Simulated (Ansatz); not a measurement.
# Two Ansatz runs on ZrC

The cell is a measured one (Crystallography Open Database entry 1562921); the temperature and pressure of the measurement aren't taken into account, and nothing was relaxed.

First run: DFT, PBE, PAW with Ansatz's default frozen-core files, scalar-relativistic (Ansatz 0.2.0).

Command: `ansatz run input.yaml --threads 1 --pin off --max-ram 2048MiB --backend cpu --events-out ev --progress --plain --runs-dir out` The run took 11 s on 1 thread of Arm Neoverse V2, on a shared host, peak memory 0.37 GiB.

```yaml
crystal:
  lattice:
    - [0.0, 2.35021, 2.35021]
    - [2.35021, 0.0, 2.35021]
    - [2.35021, 2.35021, 0.0]
  atoms:
    - { symbol: Zr, position: [0.5, 0.5, 0.5] }
    - { symbol: C, position: [0.0, 0.0, 0.0] }
kpoints:
  mp_grid: { grid: [15, 15, 15] }
  band_path:
    path:
      - [0.0, 0.0, 0.0]
      - [0.5, 0.0, 0.5]
      - [0.625, 0.25, 0.625]
      - [0.375, 0.375, 0.75]
      - [0.0, 0.0, 0.0]
      - [0.5, 0.5, 0.5]
      - [0.5, 0.25, 0.75]
      - [0.5, 0.0, 0.5]
    npoints: 14
scf:
  occupations: { method: fermi_dirac, width: 0.05 }
hamiltonian:
  xc: pbe
  pseudopotentials: { kind: paw }
output:
  forces: true
  stress: true
  eigenvalues: true
  efg: { contact_densities: true }
  populations: true
  bader: true
  dos: { projected: true, de: 0.2, e_range: [-14, 8] }
  write_density: true
  write_potential: true
  elf: true
  volumetric_format: npy
```

Result: converged; pressure 1.17 GPa; no gap on the k mesh; 6 SCF iterations.

A second input differs as follows:

```diff
@@ -8,5 +8,5 @@
     - { symbol: C, position: [0.0, 0.0, 0.0] }
 kpoints:
-  mp_grid: { grid: [15, 15, 15] }
+  mp_grid: { grid: [15, 14, 16] }
   band_path:
     path:
@@ -22,4 +22,5 @@
 scf:
   occupations: { method: fermi_dirac, width: 0.05 }
+  max_iter: 80
 hamiltonian:
   xc: pbe
@@ -31,9 +32,3 @@
   efg: { contact_densities: true }
   populations: true
-  bader: true
-  dos: { projected: true, de: 0.2, e_range: [-14, 8] }
-  write_density: true
-  write_potential: true
-  elf: true
-  volumetric_format: npy
```

**Question.** Does the change harm the result?

**Answer.** Not here: the run converged; energy at zero smearing -0.2 meV/atom from the first run; pressure 1.17 GPa; no gap on the k mesh; 6 SCF iterations, so the odd setting did no harm in this case.
